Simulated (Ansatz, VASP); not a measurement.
# Cross-check of WS2 (Tungstenite) between VASP and Ansatz, part 2 of 2

Wanted: the spread between two codes on one cell, functional and k mesh. The cell is taken from a series of VASP runs on this material, whose earlier steps may have relaxed, scaled or displaced it; both programs get it as it stands.

VASP 6.6.1 and Ansatz 0.2.0.

So far: The structure; VASP: zone-centre phonons, LDA, DFT+U.

## 3. Ansatz: zone-centre phonons, LDA, DFT+U

Level of this step: Ansatz beside VASP: Kohn-Sham DFT, plane waves, LDA, DFT+U (Ansatz).

Ansatz runs on its default PAW (the set named soft_2) files.

The same cell, functional (in two slightly different forms), mesh and smearing now go to Ansatz, which takes its cutoff from its data sets.

input.yaml

```yaml
crystal:
  lattice:
    - [3.1552871411, 0.0, 0.0]
    - [-1.5776435705, 2.7325588204, 0.0]
    - [0.0, 0.0, 12.172019944]
  atoms:
    - { symbol: W, position: [0.6666666667, 0.3333333333, 0.75] }
    - { symbol: W, position: [0.3333333333, 0.6666666667, 0.25] }
    - { symbol: S, position: [0.6666666667, 0.3333333333, 0.3796498082] }
    - { symbol: S, position: [0.3333333333, 0.6666666667, 0.8796498082] }
    - { symbol: S, position: [0.6666666667, 0.3333333333, 0.1203501918] }
    - { symbol: S, position: [0.3333333333, 0.6666666667, 0.6203501918] }
hamiltonian:
  xc: lda
  pseudopotentials: { kind: paw }
  hubbard: { sites: [{ species: W, l: d, u_eff: 6.2 }] }
kpoints:
  mp_grid: { grid: [8, 8, 2] }
scf:
  occupations: { method: gaussian, width: 0.03 }
phonons:
  method: dfpt
  qpoints: [[0, 0, 0]]
```

Command:

```
ansatz run input.yaml --threads 4 --pin off --max-ram 9216MiB --backend cpu --events-out ev --progress --plain --runs-dir out
```

Numbers of over 12 decimals in the logs are rounded to 6 here.

The program printed:

```text
W: projections on atomic orbitals take those of the free atom [Kr 4d10 4f14] 5s2 5p6 5d4 6s2, of charge +0.00 (hamiltonian.pseudopotentials.projection_atoms); the dataset's partial waves leave at most 6.5e-5 of an orbital's norm unspanned inside its sphere
S: projections on atomic orbitals take those of the free atom [Ne] 3s2 3p4, of charge +0.00 (hamiltonian.pseudopotentials.projection_atoms); the dataset's partial waves leave at most 1.6e-7 of an orbital's norm unspanned inside its sphere
Engine: ansatz 0.2.0, aarch64-unknown-linux-gnu
Pseudopotentials: kind: paw
Pseudopotential: W, paw, valence charge 14, recommended cutoff 420 eV (normal), W.paw.azcp
Pseudopotential: S, paw, valence charge 6, recommended cutoff 420 eV (normal), S.paw.azcp
Functional definition: SPW92
  exchange = slater_x
  correlation = pw_c
Crystal: 6 atoms, lattice volume = 104.947 Å³
Basis set: ecut = 420 eV, 2033 PW (Γ), exchange–correlation on 48×48×180 points (8 copies of the dense FFT grid, shifted against one another)
Bands: 32, of which v1, the nominal top of the filled ones, is band 26 counted from 1 (25 counted from 0)
Symmetry: 24 space group operations
k-points: 42 of 128 (irreducible under 2 space group operations, time reversal used)
Non-local potential: W, projectors of the file, l = 0: 3, l = 1: 2, l = 2: 2, l = 3: 1
Non-local potential: S, projectors of the file, l = 0: 2, l = 1: 2, l = 2: 2
PAW form: soft (Blöchl's): semilocal exchange-correlation on the pseudo side does not see the compensation charge
PAW frozen core: W, regenerated for the run's functional, and the local potential with it (the file was generated under x = pbe(κ = 0.804, μ = 0.219515), c = pbe(β = 0.066725))
PAW frozen core: S, regenerated for the run's functional, and the local potential with it (the file was generated under x = pbe(κ = 0.804, μ = 0.219515), c = pbe(β = 0.066725))
PAW one-centre angular grid: W, 590 points (default); XC on 64 Gauss nodes
PAW one-centre angular grid: S, 110 points (default); XC on 64 Gauss nodes
Initial density: superposition of atomic densities (chi_scale 0.1, normalization cell, long waves of neutral atoms under a Hubbard term (reshape's long-wave potential 0.03 eV rms, cloud 2.67 Å wide))
Initial wavefunctions: pseudopotential atomic-orbital guess
Functional: x = slater, c = lda
SCF iter   1: F=—  HF=-23728.233241 eV  |F-HF|=—  |Δ(HF+E_count)|=         —  Δρ=4.49e-2  dr2=2.60e0  ethr=3.10e-3  ⟨swp⟩=6.5  Hψ=6377  notcnv=0
preconditioner: auto → Resta (q_TF=auto, 2.427 Å⁻¹)  ε∞=7.3  [insulator: Δε(μ)=0.968 eV  Ē_g=8.682 eV  σ=0.030 eV  W_gap=1.00  n_scr=26 (ndim 8)  ℏωp=21.7 eV  f_vac=0.000  D(μ)=0.00/eV (n_scr^D=0)  ε∞_Penn≈7.3]
SCF iter   2: F=—  HF=-23728.004694 eV  |F-HF|=—  |Δ(HF+E_count)|=   2.29e-1  Δρ=2.24e-2  dr2=1.14e0  ethr=3.10e-3  ⟨swp⟩=2.0  Hψ=2383  notcnv=0  defer=60
SCF iter   3: F=—  HF=-23727.993372 eV  |F-HF|=—  |Δ(HF+E_count)|=   1.13e-2  Δρ=7.48e-3  dr2=6.87e-2  ethr=2.19e-3  ⟨swp⟩=2.6  Hψ=2096  notcnv=0  defer=60
SCF iter   4: F=—  HF=-23727.983758 eV  |F-HF|=—  |Δ(HF+E_count)|=   9.61e-3  Δρ=2.61e-3  dr2=7.92e-3  ethr=1.32e-4  ⟨swp⟩=2.2  Hψ=2198  notcnv=0  defer=60
SCF iter   5: F=—  HF=-23727.986282 eV  |F-HF|=—  |Δ(HF+E_count)|=   2.52e-3  Δρ=6.96e-4  dr2=7.13e-4  ethr=1.52e-5  ⟨swp⟩=2.5  Hψ=2263  notcnv=0  defer=60
SCF iter   6: F=—  HF=-23727.986494 eV  |F-HF|=—  |Δ(HF+E_count)|=   2.12e-4  Δρ=2.51e-4  dr2=1.16e-4  ethr=1.37e-6  ⟨swp⟩=2.0  Hψ=2120  notcnv=0  defer=60
SCF iter   7: F=—  HF=-23727.986489 eV  |F-HF|=—  |Δ(HF+E_count)|=   5.03e-6  Δρ=3.13e-5  dr2=1.19e-6  ethr=2.23e-7  ⟨swp⟩=2.1  Hψ=1793  notcnv=0  defer=60
SCF iter   8: F=—  HF=-23727.986490 eV  |F-HF|=—  |Δ(HF+E_count)|=   9.14e-7  Δρ=7.23e-6  dr2=1.69e-7  ethr=2.29e-9  ⟨swp⟩=2.0  Hψ=2410  notcnv=0  defer=60
SCF iter   9: F=—  HF=-23727.986490 eV  |F-HF|=—  |Δ(HF+E_count)|=   5.03e-9  Δρ=1.87e-6  dr2=3.45e-9  ethr=3.24e-10  ⟨swp⟩=2.0  Hψ=1761  notcnv=0  defer=60
SCF iter  10: F=—  HF=-23727.986490 eV  |F-HF|=—  |Δ(HF+E_count)|=   1.98e-9  Δρ=4.10e-7  dr2=1.95e-10  ethr=6.63e-12  ⟨swp⟩=2.0  Hψ=2376  notcnv=0  defer=60
SCF iter  11: F=-23727.986490 eV  HF=-23727.986490 eV  |F-HF|=3.64e-12  |Δ(HF+E_count)|=  1.02e-10  Δρ=6.25e-8  dr2=5.06e-12  ethr=1.00e-12  ⟨swp⟩=10.9  Hψ=7989  notcnv=0
SCF 1 converged in 11 iterations: F = -23727.986490 eV  dr2 = 5.06e-12
  greatest PAW one-centre occupation: 1.000 electrons in one spin orbital (limit 2), on the W atom at site 1 (counted from 0), in its partial waves of l = 0
NSCF: frozen V_eff on 20 k-points
WARN: eigensolver did not converge (k=0): 1 band(s) unlocked after 20 sweeps at ethr=1.37e-12 eV (storage-precision floor; scheduled 1.00e-12 eV) (lowest unlocked band 31, counted from 0; max residual 1.65e-6 eV among the unlocked bands, 1.66e-6 eV over every band; other slots of this pass that fall short are told together in one closing line; warning suppressed until the next SCF loop or pass starts)
WARN: eigensolver did not converge in 2 slots of this pass, the one above among them; of largest residual over every band (k=4): 1 band(s) unlocked (lowest unlocked band 31, counted from 0; max residual 8.82e-6 eV among the unlocked bands, 8.82e-6 eV over every band); of lowest unlocked band (k=0): band 31
NSCF: frozen V_eff on 20 k-points
DFPT response loops at q = (0, 0, 0) (fractional): preconditioner auto → Resta (q_TF=auto, 2.427 Å⁻¹)  ε∞=7.1 (no band partly filled); β = 1.00, the filter's whole step (`scf.mixing.beta` (0.50) is not read by the response loops at its default; to damp them type it under 1.00, their step now; it binds the ground state too); Anderson in place of MSR1; while a model of the screening serves, it and β = 1 on shorter waves in the place of filter and β
SCF converged after 11 iterations
Free energy (F): -23727.986490 eV
Harris-Foulkes:  -23727.986490 eV  (|F-HF|=3.64e-12)
Internal energy: -23727.986490 eV  (E = F + TS)
E sigma→0 (E₀):  -23727.986490 eV
Fermi energy:    11.972527 eV
--- Per-component energies (eV) ---
  E_band       = -373.556283
  E_kinetic    = 1335.125258
  E_local      = -3389.992224  (includes V_loc(G=0)·N_el)
  E_nonlocal   = 130.407204
  E_hartree    = 1333.088722
  E_xc         = -917.751890
  E_vxc        = -832.220911  (∫ρ·V_xc dr)
  E_hubbard    = 15.249902  (on-site DFT+U / exact-exchange correction)
  E_vhub       = -0.287199  (the Hubbard potential's part of the band-sum identity)
  E_paw        = -18894.532194  (= ΣΔE_a)
  E_vpaw       = -282.765788  (= ΣTr[D̂ρ^β])
  E_aug_tail   = -0.000135  (compensation charges beyond the density's cutoff)
  E_ewald      = -3340.760228
  E_core_change = 1.179096  (= ΣΔE_core)
  E_smearing   = -0.000000  (= −TS)
  E_closure    = 0.000000  (closes the sum)
  Σ components = -23727.986490   (vs F -23727.986490, Δ=0.00e0)
--- Band table (eV; the first three rows and the last of 42) ---
  k-point 0: bands = [... 22 lower, 9.7477, 9.9720, 10.3788, 11.3765, 13.9839, 13.9839, 14.1577, 14.1577, ... 2 higher]
  k-point 1: bands = [... 22 lower, 9.7116, 9.7116, 11.1230, 11.1230, 14.0689, 14.0689, 14.0689, 14.0689, ... 2 higher]
  k-point 2: bands = [... 22 lower, 9.6043, 9.9962, 10.4931, 10.8891, 13.4777, 13.7363, 13.8481, 14.0019, ... 2 higher]
  k-point 41: bands = [... 22 lower, 9.1291, 9.1291, 10.2742, 10.2742, 13.1552, 13.1552, 14.1316, 14.1316, ... 2 higher]
Occupation matrices written to <dir>
--- Phonons (Γ-DFPT): 4 representative perturbations + reference (Σ response iterations 24) ---
  ASR residual: 3.412e-5 → 0.000e0 eV/Å²; symmetrization residual: 1.120e-5 eV/Å²
  ASR residual per site (eV/Å²): 3.41e-5 3.41e-5 6.86e-6 6.86e-6 6.86e-6 6.86e-6
  Γ frequencies (cm⁻¹): 0.00 0.00 0.00 28.72 28.72 43.45 278.76 278.76 281.73 281.73 330.61 330.61 330.72 330.72 403.25 406.91 424.53 427.18
  non-analytic LO–TO correction: not included (Born effective charges unavailable; polar crystals: no LO–TO splitting at Γ)
--- Phonons (arbitrary-q DFPT): 1 explicit q-point ---
  q = [0, 0, 0] (of the zone-centre solve; hermiticity 7.08e-7, symmetrization 1.63e-11): 0.00 0.00 0.00 28.72 28.72 43.45 278.76 278.76 281.73 281.73 330.61 330.61 330.72 330.72 403.25 406.91 424.53 427.18
  sum rule: each row above includes the acoustic sum rule's correction from the zone centre's row sums; it moved no ω² by more than (0.24 cm⁻¹)²
```

Run time: 20 s. Hardware: 4 threads of Arm Neoverse V1, shared host; peak memory 1.9 GiB.

The column dr2 measures how far the density is from self-consistency, as an energy; F and HF (Harris–Foulkes) agree once it is small.

## 4. Side by side

Known differences besides the potentials themselves: U acts on the PAW sphere in VASP and on atomic orbitals in Ansatz, so only states and trends compare; the two LDA forms differ slightly; the data sets hold 52 valence electrons in Ansatz (default PAW (the set named soft_2) files) and 36 in VASP; the cutoff is 420 eV in Ansatz and 450 eV in VASP; VASP's log shows a relativistic correction to its local exchange, Ansatz's none; VASP uses finite displacements, Ansatz perturbation theory. Total energies have different zeros and are not compared.

Both answers:

```
                   quantity  Ansatz   VASP  difference
 optical mode 1 to 2 (cm⁻¹)    28.7   28.7         0.0
      optical mode 3 (cm⁻¹)    43.5   45.0        -1.5
 optical mode 4 to 5 (cm⁻¹)   278.8  279.2     -0.15 %
 optical mode 6 to 7 (cm⁻¹)   281.7  282.0     -0.08 %
optical mode 8 to 11 (cm⁻¹)   330.6  330.2     +0.13 %
     optical mode 12 (cm⁻¹)   403.2  403.0     +0.07 %
     optical mode 13 (cm⁻¹)   406.9  407.3     -0.09 %
     optical mode 14 (cm⁻¹)   424.5  426.4     -0.45 %
     optical mode 15 (cm⁻¹)   427.2  429.1     -0.45 %
```

Modes are paired by rising frequency and degeneracy, not by their patterns, so a pair may still set unlike modes beside each other.

## 5. What came out

| Property | Result |
| --- | --- |
| r.m.s. difference of the optical zone-centre modes, each program's sorted by frequency (zone-centre phonons, LDA, DFT+U) | 0.87 cm⁻¹ |

The r.m.s. difference of the optical zone-centre modes, each program's sorted by frequency is 0.87 cm⁻¹ (zone-centre phonons, LDA, DFT+U). How closely two codes agree says nothing of how well the functional describes the real material.

[Lines on the potential files, build, host, timing and source positions are cut from VASP's logs without a mark.]

[Logs are printed without paths, hosts, clocks, repeated set-up lines and the standing remarks that a program may print on its own settings, such as how far it seeks lower states.]

[Hosts, paths, dates, database ids (printed as entryN), source tags and the programs' standing remarks are cut or masked in the printed files.]
